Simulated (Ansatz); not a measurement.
Runs of Ansatz 0.2.0 on FePt (Tetraferroplatinum). It takes space group P4/mmm (No. 123, tetragonal). The conventional cell has a = 2.724 Å, b = 2.724 Å, c = 3.720 Å, α = 90.00°, β = 90.00°, γ = 90.00°. Pt (site symmetry 4/mmm) has 8 Fe at 2.68 Å and 4 Pt at 2.72 Å as nearest neighbours. Fe (site symmetry 4/mmm) is surrounded by 8 Pt at 2.68 Å and 4 Fe at 2.72 Å. 

```tsv
task	level	spin	k mesh	cutoff (eV)	points for each segment of the path	q mesh	gap on the mesh (eV)	moment (μB)	V0 of scaled cells (Å³/atom)	B0 (GPa)
equation of state	LDA	collinear, ferromagnetic start	10 × 10 × 7	420	-	-	-	-	(b)	264
band structure	PBEsol	non-collinear, ferromagnetic start, SOC	10 × 10 × 7	420	14	-	none	3.25	-	-
phonons	PBEsol	collinear, ferromagnetic start	8 × 8 × 6	420	8	2 × 2 × 2	none	3.34	-	-
equation of state	r2SCAN	collinear, ferromagnetic start	10 × 10 × 7	500	-	-	-	-	13.94	(a)
```

Alike in all rows: potentials or basis Ansatz PAW; cell as given; smearing fermi-dirac 0.05 eV.

Q: Estimate the missing entries.

A: (a) 220; (b) 13.05.

Caveats: the cell was scaled at fixed shape and fractional positions, which overstates the stiffness of a crystal with free parameters, most of all of layers and chains (some runs); the PAW data sets come from PBE, with cores solved anew for the run's functional, which leaves a small shift of forces and pressure (some runs); the thresholds are loose for stress (some runs); some levels weren't fully converged (some runs); the magnetic or orbital state may not be the lowest (some runs); the PAW data sets were made with another functional, which shifts forces and pressure a little (some runs).

A k mesh can miss the band edges, and rows without SOC leave out spin-orbit coupling on Pt.

A gap of «none» marks a metal or a gap under the smearing width.

Runs at the PBE level aren't shown here.
